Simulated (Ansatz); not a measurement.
Bulk crystal (NbP) after relaxation:

```xyz
4
Lattice="-1.6735 1.6735 5.7140 1.6735 -1.6735 5.7140 1.6735 1.6735 -5.7140" Properties=species:S:1:pos:R:3 pbc="T T T"
Nb    0.0000    0.0000    8.5714
Nb    1.6735    0.0000    5.7144
P     0.0000    0.0000    3.8009
P     1.6735    0.0000    0.9439
```

Miller indices refer to the conventional cell of I4_1md (No. 109), a = 3.347 Å, b = 3.347 Å, c = 11.428 Å, α = 90.00°, β = 90.00°, γ = 90.00°.

Consider the (001) slab of 8 planes, 10.5 Å thick with 15 Å of vacuum as cut; outer planes Nb (top) and P (bottom), all atoms relaxed.

Method: DFT PBE, scalar-relativistic, plane waves, PAW in Ansatz 0.2.0. Settings: cutoff 420 eV, Γ-centred mesh 10×10×1 on the computed 8-atom cell, Gaussian smearing of 0.10 eV; no spin polarisation. The cell repeats along c with a dipole correction in the vacuum.

(1) Estimate the surface energy (mean of both faces).

(2) Predict the work function.

(3) Estimate the dipole of the slab along +c, per cell.

(4) The top two planes lie 1.914 Å apart in the bulk. How does relaxation change this?

## Answers

(1) 4.02 J/m².

(2) 3.66 eV (top), 5.55 eV (bottom).

(3) 0.12 e·Å.

(4) The spacing becomes 1.759 Å (-8.1 %).